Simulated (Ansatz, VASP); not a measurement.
## TePb: VASP beside Ansatz

The input INCAR:

```
PREC     = Accurate       # precision mode
ENCUT    = 600            # plane-wave cutoff, eV
EDIFF    = 1E-6           # SCF threshold, eV
ISMEAR   = -1             # smearing method
SIGMA    = 0.05           # smearing width, eV
LREAL    = False          # projectors in reciprocal space
LASPH    = True           # aspherical terms in the spheres
NELM     = 100            # most SCF steps
ALGO     = Normal         # electronic algorithm
ISIF     = 3              # what is computed and relaxed
LWAVE    = False          # write WAVECAR
LCHARG   = False          # write CHGCAR
GGA      = RP             # functional
IVDW     = 12             # dispersion correction
IBRION   = 2              # ionic algorithm
NSW      = 80             # ionic steps
EDIFFG   = -0.005         # ionic threshold
```

Contents of KPOINTS:

```
Automatic mesh
0
Gamma
  7 7 7
```

Contents of POSCAR:

```
TePb
1.0
    0.0000000000      3.2310000000      3.2310000000
    3.2310000000      0.0000000000      3.2310000000
    3.2310000000      3.2310000000      0.0000000000
Pb Te
1 1
Direct
    0.0000000000      0.0000000000      0.0000000000
    0.5000000000      0.5000000000      0.5000000000
```

Contents of input.yaml:

```yaml
crystal:
  lattice:
    - [0.0, 3.231, 3.231]
    - [3.231, 0.0, 3.231]
    - [3.231, 3.231, 0.0]
  atoms:
    - { symbol: Pb, position: [0.0, 0.0, 0.0] }
    - { symbol: Te, position: [0.5, 0.5, 0.5] }
kpoints:
  mp_grid: { grid: [7, 7, 7] }
scf:
  occupations: { method: fermi_dirac, width: 0.05 }
hamiltonian:
  xc: rpbe
  dispersion: d3bj
  pseudopotentials: { kind: all_electron, lapw: { basis_error: 0.001 } }
output:
  forces: true
  stress: true
relax:
  f_tol: 0.005
  max_steps: 60
  cell: {}
```

Alike in both runs: task relaxation of cell and atoms; functional RPBE; dispersion D3(BJ); k mesh 7 × 7 × 7; occupations fermi-dirac, width 0.05 eV; no spin polarisation.

|  | VASP | Ansatz |
| --- | --- | --- |
| version | VASP 6.6.1 | Ansatz 0.2.0 |
| potentials or method | VASP PAW PBE potentials, release 64 (Pb_d, Te) | all-electron LAPW, scalar-relativistic |
| plane-wave cutoff (eV) | 600 | see its input |

VASP gave:

- relaxed volume (Å³/atom): 26.96
- relaxed cell length with the largest relative difference (Å): 4.241
- energy change over the relaxation (meV/atom): -273

Which values does Ansatz return?

Relaxed volume (Å³/atom): 26.98; relaxed cell length with the largest relative difference (Å): 4.241; energy change over the relaxation (meV/atom): -271.

Ansatz ran all-electron here, so the differences hold the error of VASP's frozen core and of both bases.

Caveats: the volume moved by over 15 % at a fixed basis, so the end points are rough; the volume moved by -20 % from the deposited cell, more than functionals usually miss; the PAW data sets were made with another functional, which shifts forces and pressure a little (VASP). Spin-orbit coupling is left out, which matters for the levels of Pb, Te.
